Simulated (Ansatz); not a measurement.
## TaN under strain — N-14 nuclear quadrupole resonance

Cell: a COD entry, relaxed with PBE at fixed cell and then changed (z stretched by 2 %, ions relaxed).

```cif
data_structure
_symmetry_space_group_name_H-M 'P 1'
_symmetry_Int_Tables_number 1
_cell_length_a 2.9380
_cell_length_b 2.9380
_cell_length_c 2.9407
_cell_angle_alpha 90.000
_cell_angle_beta 90.000
_cell_angle_gamma 120.000
_cell_volume 21.98
loop_
_atom_site_label
_atom_site_type_symbol
_atom_site_fract_x
_atom_site_fract_y
_atom_site_fract_z
_atom_site_occupancy
Ta1 Ta 0.33333 0.66667 0.50000 1
N2 N 0.00000 0.00000 0.00000 1
```

Sites (sets of like atoms) are named by element and the number of their first atom in this list.

The numbers come from a DFT calculation in Ansatz (PBE, plane waves and PAW, scalar-relativistic, collinear spin, 420 eV cutoff, Γ-centred 18×18×16 k-points, Fermi–Dirac smearing 0.05 eV). Start moments as typed (μB): 2 on each Ta, none on the rest.

N-14: I = 1, Q = 20.44 mb (year-2017 value). Static lattice, zero field.

Problem. At which frequencies do the N-14 NQR lines lie?

Solution. For I = 1 the lines are ν± = (3/4)|C_Q|(1 ± η/3) and ν₀ = |C_Q|η/2.

```csv
site,atoms,V_zz (10²¹ V/m²),C_Q (MHz),η,line frequencies (MHz)
N,2,0.48,0.238,0.00,0.178
```

An axis of threefold or higher order runs through N, so V_zz lies along it and η is zero.

With no gap above 0.1 eV, as in a metal, the gradients converge slowly in k; expect changes of a tenth or more on a denser mesh. Without spin–orbit coupling the gradients at and beside Ta can be off by some per cent, at some sites by more. Semilocal functionals make gaps too small and can close them, so the real compound need not be a metal. The start moments die out, and the run ends without spin.
